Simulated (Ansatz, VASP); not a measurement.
# Two plane-wave programs on TaS2

```
CELL_PARAMETERS angstrom
3.34353 0.00000 0.00000
-1.67177 2.89559 0.00000
0.00000 0.00000 32.18031
ATOMIC_POSITIONS crystal
S 0.66667 0.33333 0.45207
S 0.33333 0.66667 0.54793
Ta 0.00000 0.00000 0.50000
```

Alike in both runs: functional PBE; dispersion D3(BJ); k mesh 15 × 15 × 1; occupations gaussian, width 0.1 eV; no spin polarisation.

Ansatz relaxed the structure, and its values are those at the end. VASP's run is a single point on that final structure, the one shown.

|  | VASP | Ansatz |
| --- | --- | --- |
| version | VASP 6.6.1 | Ansatz 0.2.0 |
| potentials or method | VASP PAW PBE potentials, release 64 (S, Ta_pv) | scalar-relativistic, plane waves, PAW |
| plane-wave cutoff (eV) | 520 | 420 |
| valence electrons in the cell | 23 | 25 |

|  | VASP | Ansatz | Ansatz less VASP |
| --- | --- | --- | --- |
| gap on the k mesh at the Fermi level (eV) | none | none | - |
| work function, face that differs most (eV) | 5.06 | 5.08 | +0.023 |

A gap of «none» marks a metal or a gap that the smearing closes. The two sets of potentials don't hold the same shells in valence.

Spin-orbit coupling is left out, which matters for the levels of Ta.
